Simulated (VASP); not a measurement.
Ge, 2 atoms in the cell. Symmetry: Fd-3m, No. 227, cubic system. Conventional cell: a = 5.841 Å, b = 5.841 Å, c = 5.841 Å, α = 90.00°, β = 90.00°, γ = 90.00°. Ge (site symmetry -43m) has 4 Ge at 2.53 Å as nearest neighbours.  The cell isn't the ideal one: a relaxed cell with its volume scaled by 1.09.

- Program: VASP 6.6.1
- Task: single point
- Functional: r2SCAN
- Potentials or basis: VASP PAW PBE potentials, release 64 (Ge_d)
- Cutoff: 520 eV
- k mesh: 10 × 10 × 10
- Occupations: gaussian, width 0.02 eV
- Spin: no spin polarisation
- Further INCAR settings: ALGO = Normal; EDIFF = 1e-07; NBANDS = 21

Potentials or basis: VASP PAW PBE potentials, release 64 (Ge_d).

The run is started by

```sh
$ cat potpaw_PBE.64/Ge_d/POTCAR > POTCAR
$ mpirun -np 1 vasp_std > vasp.out
```

Hardware: 1 thread of Intel(R) Xeon(R) 6975P-C (Granite Rapids), on a shared host.

How long does it take, and how much memory?

Wall time 89 s on 1 thread of Intel(R) Xeon(R) 6975P-C (Granite Rapids), on a shared host, peak memory 0.19 GiB. Counts: scf iterations 23, k points 47.
